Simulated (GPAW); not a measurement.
Runs of GPAW 26.7.0 on Ca. Symmetry: Fm-3m, No. 225, cubic system. The conventional cell has a = 5.588 Å, b = 5.588 Å, c = 5.588 Å, α = 90.00°, β = 90.00°, γ = 90.00°. Around Ca (site symmetry m-3m) lie 12 Ca at 3.95 Å. 

```csv
task,level,potentials or basis,cell,smearing,smearing order,eigensolver,band path,band points,pressure (GPa),V0 of scaled cells (Å³/atom),B0 (GPa)
equation of state,RPBE,"the program's PAW data sets (release 1.2.1) made for this functional, pw",as given,fermi-dirac 0.05 eV,-,-,-,-,-,44.63,(a)
band structure,BLYP,"PAW data sets generated in the run's folder for this functional, pw",cell strained at random at fixed volume,methfessel-paxton 0.2 eV,1,davidson,"XGY,LGZ,NGM,RG",60,-0.4,-,-
single point,LDA,"the program's PAW data sets (release 1.2.1) made for this functional, pw",as given,fermi-dirac 0.05 eV,-,-,-,-,-2.1,-,-
equation of state,PBE,"GPAW PAW data sets (gpaw-data 1.2.1), pw",as given,fermi-dirac 0.05 eV,-,-,-,-,-,42.38,17
equation of state,BP86,"PAW data sets generated in the run's folder for this functional, pw",as given,fermi-dirac 0.05 eV,-,-,-,-,-,(b),17
```

Alike in all rows: no spin polarisation; k mesh 8 × 8 × 8; cutoff (eV) 600.

Question: Estimate the missing entries.

Answer: (a) 16; (b) 41.75.

Caveats: this smearing can pin the Fermi level at a band edge (some runs).

Not every run made on this cell is shown here.
